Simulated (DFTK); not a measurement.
Zr: band structure with PBE

The system is Zr.

```
Zr
1.0
     3.23200    0.00000    0.00000
    -1.61600    2.79899    0.00000
     0.00000    0.00000    5.14700
Zr
2
Direct
  0.66667 0.33333 0.75000
  0.33333 0.66667 0.25000
```

```json
{"Program": "DFTK 0.8.2", "Task": "band structure", "Functional": "PBE", "Potentials or basis": "cp2k.nc.sr.pbe.v0_1.largecore.gth (PBE, GTH)", "Cutoff": "2177 eV", "k mesh": "9 × 9 × 5", "Occupations": "fermi-dirac, width 0.05 eV", "Spin": "no spin polarisation", "Valence electrons": "Zr 12", "SCF tolerance on the density": "1e-06"}
```

The pressure is 0.0 GPa. The band gap on the k mesh is none (metal or under the smearing width).

Stress tensor (GPa, compression positive):
```
-0.28  0.00  0.00
 0.00 -0.28  0.00
 0.00  0.00  0.60
```

Levels at the corners of the path, in eV from the Fermi level:
```tsv
point	band 9	band 10	band 11	band 12	band 13	band 14	band 15	band 16
Γ	-5.66	-3.04	0.85	0.85	1.00	1.16	1.54	1.54
M	-2.58	-2.52	-2.16	-0.23	0.52	0.77	1.45	4.87
K	-2.11	-1.37	-1.37	-1.15	0.25	0.25	1.79	4.29
Γ	-5.66	-3.04	0.85	0.85	1.00	1.16	1.54	1.54
A	-3.95	-3.95	0.03	0.03	0.75	0.75	0.75	0.75
L	-2.88	-2.88	-1.07	-1.07	1.62	1.62	2.19	2.19
H	-1.45	-1.45	-1.29	-1.29	-0.05	-0.05	2.03	2.03
A	-3.95	-3.95	0.03	0.03	0.75	0.75	0.75	0.75
L	-2.88	-2.88	-1.07	-1.07	1.62	1.62	2.19	2.19
M	-2.58	-2.52	-2.16	-0.23	0.52	0.77	1.45	4.87
K	-2.11	-1.37	-1.37	-1.15	0.25	0.25	1.79	4.29
H	-1.45	-1.45	-1.29	-1.29	-0.05	-0.05	2.03	2.03
```

Run time: 5.5 min on 1 thread of Intel(R) Xeon(R) 6975P-C (Granite Rapids) (shared host), peak memory 3.2 GiB.

Caveat: GTH potentials come without recommended cutoffs, and this one wasn't checked for convergence.
